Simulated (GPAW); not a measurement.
Crystal: Sn.

```
Sn
1.0
    -1.89465    1.89465    1.89465
     1.89465   -1.89465    1.89465
     1.89465    1.89465   -1.89465
Sn
1
Direct
  0.00000 0.00000 0.00000
```

This isn't the form of Sn at room conditions, which is tetragonal (white tin).

| Quantity | Value |
| --- | --- |
| Program | GPAW 26.7.0 |
| Task | relaxation of cell and atoms |
| Functional | PBEsol |
| Dispersion | D3(BJ)+ATM |
| Potentials or basis | PAW data sets generated in the run's folder for this functional |
| Cutoff | 600 eV |
| Basis | pw |
| k mesh | 10 × 10 × 10 |
| Occupations | fermi-dirac, width 0.05 eV |
| Spin | no spin polarisation |

At the start: pressure -4.6 GPa; volume 27.20 Å³/atom.

Question: Where does the relaxation end?

Answer: Over 4 steps the energy falls by 39.8 meV/atom and the volume is 24.78 Å³/atom (-8.9 %); space group Im-3m (No. 229, to 0.05 Å).

Step by step:
| step | energy change (eV) | largest force (eV/Å) | pressure (GPa) | volume (Å³) |
| --- | --- | --- | --- | --- |
| 1 | 0.0000 | 0.0000 | -4.61 | 27.20 |
| 2 | -0.0224 | 0.0000 | -3.25 | 26.31 |
| 3 | -0.0394 | 0.0000 | 0.73 | 24.48 |
| 4 | -0.0398 | 0.0000 | -0.08 | 24.78 |

Final structure:
```
Sn
1.0
    -1.83671    1.83671    1.83671
     1.83671   -1.83671    1.83671
     1.83671    1.83671   -1.83671
Sn
1
Direct
  0.00000 0.00000 0.00000
```

Caveat: later steps reuse the first step's grids; pairwise dispersion overbinds metals, which lowers pressure and volume.
